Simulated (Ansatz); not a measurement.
## NbAs: equation of state with PBE

The system is NbAs.

```xyz
4
Lattice="-1.7259 1.7259 5.8400 1.7259 -1.7259 5.8400 1.7259 1.7259 -5.8400" Properties=species:S:1:pos:R:3 pbc="T T T"
Nb    0.0000    1.7259    0.0000
Nb    0.0000    0.0000    8.7600
As    0.0000    1.7259    4.8589
As    0.0000    0.0000    1.9389
```

```yaml
Program: Ansatz 0.2.0
Task: equation of state
Functional: PBE
Potentials_or_basis: all-electron LAPW, scalar-relativistic
Basis_error_allowed: 0.001 eV/atom
k_mesh: 11 × 11 × 11
Occupations: fermi-dirac, width 0.05 eV
Spin: no spin polarisation
```

The equilibrium volume is 17.73 Å³/atom. The bulk modulus at fixed shape and positions is 163 GPa and the pressure derivative of the bulk modulus is 4.4.

Energy against volume, from the lowest point:
```tsv
volume (Å³/atom)	energy (meV/atom)
16.351	63.52
16.699	34.22
17.047	14.50
17.395	3.39
17.743	0.00
18.091	3.56
18.438	13.36
```

All runs of the series together: 23 min on 2 threads of Arm Neoverse V1, with other jobs on the host.

Caveat: the cell was scaled at fixed shape and fractional positions, which overstates the stiffness of a crystal with free parameters, most of all of layers and chains.
